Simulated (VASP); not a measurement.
**GaAs: band structure with r2SCAN-EpsX**

The system is GaAs.

```
CELL_PARAMETERS angstrom
0.00000 2.82685 2.82685
2.82685 0.00000 2.82685
2.82685 2.82685 0.00000
ATOMIC_POSITIONS crystal
As 0.75000 0.75000 0.75000
Ga 0.00000 0.00000 0.00000
```

```json
{
 "Program": "VASP 6.6.1",
 "Task": "band structure",
 "Functional": "r2SCAN-EpsX",
 "Potentials or basis": "VASP PAW PBE potentials, release 64 (As, Ga_d)",
 "Cutoff": "520 eV",
 "k mesh": "4 × 4 × 4",
 "Occupations": "fermi-dirac, width 0.05 eV",
 "Spin": "no spin polarisation",
 "Grid for exact exchange (PRECFOCK)": "Fast",
 "Exchange at q = 0": "default",
 "Share of exact exchange": "0.0348",
 "Further INCAR settings": "ALGO = Normal; EDIFF = 1e-06"
}
```

| Quantity | Value |
| --- | --- |
| Pressure | 0.7 GPa |
| Band gap on the k mesh | 1.19 eV, direct |

Levels at the corners of the path, in eV from the valence-band top:
```tsv
point	band 7	band 8	band 9	band 10	band 11	band 12
Γ	0.00	0.00	0.00	1.19	4.22	4.22
X	-7.09	-2.81	-2.81	1.90	2.11	11.11
X	-7.09	-2.81	-2.81	1.90	2.11	11.11
W	-6.89	-3.69	-3.48	5.23	5.23	6.10
W	-6.89	-3.69	-3.48	5.23	5.23	6.10
K	-6.84	-3.97	-2.32	2.43	5.21	8.75
K	-6.84	-3.97	-2.32	2.43	5.21	8.75
Γ	0.00	0.00	0.00	1.19	4.22	4.22
Γ	0.00	0.00	0.00	1.19	4.22	4.22
L	-6.91	-1.20	-1.20	1.53	5.16	5.16
L	-6.91	-1.20	-1.20	1.53	5.16	5.16
U	-6.84	-3.97	-2.32	2.43	5.21	8.76
U	-6.84	-3.97	-2.32	2.43	5.21	8.75
W	-6.89	-3.69	-3.48	5.23	5.23	6.10
W	-6.89	-3.69	-3.48	5.23	5.23	6.10
L	-6.91	-1.20	-1.20	1.53	5.16	5.16
L	-6.91	-1.20	-1.20	1.53	5.16	5.16
K	-6.84	-3.97	-2.32	2.43	5.21	8.75
U	-6.84	-3.97	-2.32	2.43	5.21	8.75
X	-7.09	-2.81	-2.81	1.90	2.11	11.11
```

Wall time 16 min on 1 thread of Intel(R) Xeon(R) 6975P-C (Granite Rapids), with other jobs on the host, peak memory 0.3 GiB.

Caveat: the k mesh is coarse (spacing up to 0.48 Å⁻¹), so the values aren't converged, least of all with exact exchange; an unscreened hybrid on a path of extra k points without a Coulomb cutoff has errors near the mesh points, so the bands along the path aren't reliable; the PAW data sets were made with another functional, which shifts forces and pressure a little. A k mesh can miss the band edges.
